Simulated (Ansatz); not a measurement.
Consider the substitution at a C–C bond: `CCCN` + `BN` → `BNCCN` + CH₄.

Program: Ansatz. Geometries: PBE0-D4/def2-TZVP. ΔE: electronic, gas phase. CCSD(T)/CBS is the MP2 limit (def2-TZVPP, def2-QZVPP) plus CCSD(T) − MP2 in def2-TZVPP, frozen cores. This one scheme is used for every species. DFT in def2-TZVPP. B3LYP here is the variant with VWN-RPA as its local correlation; programs differ in this. One conformer a species, not always the lowest.

`CCCN`:

Cartesian coordinates in Å:
```
C -1.232 -0.545 0.608
C -0.295 -0.553 -0.588
C 1.089 0.013 -0.283
N 1.148 1.408 0.120
H -2.205 -0.974 0.357
H -0.817 -1.126 1.437
H -1.412 0.470 0.971
H -0.740 0.019 -1.411
H -0.179 -1.579 -0.956
H 1.555 -0.582 0.511
H 1.727 -0.107 -1.164
H 0.721 2.000 -0.583
H 0.639 1.557 0.981
```

`BN`:

```xyz
6

B     0.074    0.282   -0.618
N    -0.076   -0.290    0.635
H     0.992    1.025   -0.811
H    -0.719    0.018   -1.474
H    -0.823   -0.922    0.867
H     0.552   -0.113    1.400
```

`BNCCN`:

Z-matrix (Å, degrees):
```
C
N 1 1.443
C 1 1.518 2 111.2
H 1 1.092 2 108.9 3 121.9
H 1 1.100 2 110.4 3 -120.8
B 2 1.381 1 127.4 3 -131.2
H 2 1.011 1 111.4 3 46.2
N 3 1.456 1 109.6 2 -59.1
H 3 1.100 1 109.1 2 175.5
H 3 1.094 1 108.6 2 58.8
H 6 1.198 2 119.0 1 179.0
H 6 1.200 2 119.1 1 -1.0
H 8 1.013 3 110.8 1 -75.6
H 8 1.011 3 111.4 1 165.1
```

CH₄:

Z-matrix (Å, degrees):
```
C
H 1 1.090
H 1 1.090 2 109.5
H 1 1.090 2 109.5 3 -120.0
H 1 1.090 2 109.5 3 120.0
```

| level | ΔE (kJ/mol) | difference from CCSD(T)/CBS |
| --- | --- | --- |
| PBE-D4 | 4.6 | -2.9 |
| B3LYP-D4 | 4.2 | -3.3 |
| ωB97M-V | 6.9 | -0.6 |
| B2PLYP | 6.5 | -1.0 |
| PBE | 6.1 | -1.4 |
| PBE0 | 7.8 | 0.3 |
| MP2/def2-TZVPP | 7.2 | -0.3 |
| CCSD(T)/def2-TZVPP | 6.8 | -0.7 |
| SCS-MP2/def2-QZVPP | 7.6 | 0.1 |
| MP2/CBS(def2) | 8.0 | 0.5 |
| CCSD(T)/CBS | 7.5 | 0 |

Largest T1 diagnostic among the species: 0.012.

CCSD(T)/CBS has its own doubt, a few kJ/mol and more with outer-core shells, so smaller differences from it don't rank the levels.
